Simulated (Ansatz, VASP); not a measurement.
**Two plane-wave programs on Mg**

Contents of INCAR:

```
SYSTEM = Mg
  PREC = Accurate
  ENCUT = 520
  EDIFF = 1E-7
  ISMEAR = -1
  SIGMA = 0.05
  LREAL = .False.
  LASPH = .True.
  NELM = 80
  ALGO = Normal
  ISIF = 2
  LWAVE = .False.
  LCHARG = .False.
  GGA = PE
  NBANDS = 7
```

KPOINTS

```
Automatic mesh
0
Gamma
  10 10 10
  0 0 0
```

Contents of POSCAR:

```
Mg
1.0
    0.0000000000      2.1984420020      2.1984420020
    2.1984420020      0.0000000000      2.1984420020
    2.1984420020      2.1984420020      0.0000000000
Mg
1
Direct
    0.0000000000      0.0000000000      0.0000000000
```

Contents of input.yaml:

```yaml
crystal:
  lattice:
    - [0.0, 2.198442002, 2.198442002]
    - [2.198442002, 0.0, 2.198442002]
    - [2.198442002, 2.198442002, 0.0]
  atoms:
    - { symbol: Mg, position: [0.0, 0.0, 0.0] }
hamiltonian:
  xc: pbe
  pseudopotentials: { kind: paw }
kpoints:
  mp_grid: { grid: [10, 10, 10] }
scf:
  occupations: { method: fermi_dirac, width: 0.05 }
output:
  forces: true
  stress: true
  eigenvalues: true
```

Change from the starting cell: volume scaled by 0.94.

Alike in both runs: task single point; functional PBE; k mesh 10 × 10 × 10; occupations fermi-dirac, width 0.05 eV; no spin polarisation.

|  | VASP | Ansatz |
| --- | --- | --- |
| version | VASP 6.6.1 | Ansatz 0.2.0 |
| potentials or method | VASP PAW PBE potentials, release 64 (Mg) | Ansatz PAW |
| plane-wave cutoff (eV) | 520 | 420 |
| valence electrons in the cell | 2 | 10 |

Ansatz gave:

- gap on the k mesh at the Fermi level (eV): none
- pressure (GPa): 3.5

Q: What did VASP give for the same quantities?

A: gap on the k mesh at the Fermi level (eV): none; pressure (GPa): 3.4.

A gap of «none» marks a metal or a gap that the smearing closes. The two sets of potentials don't hold the same shells in valence.
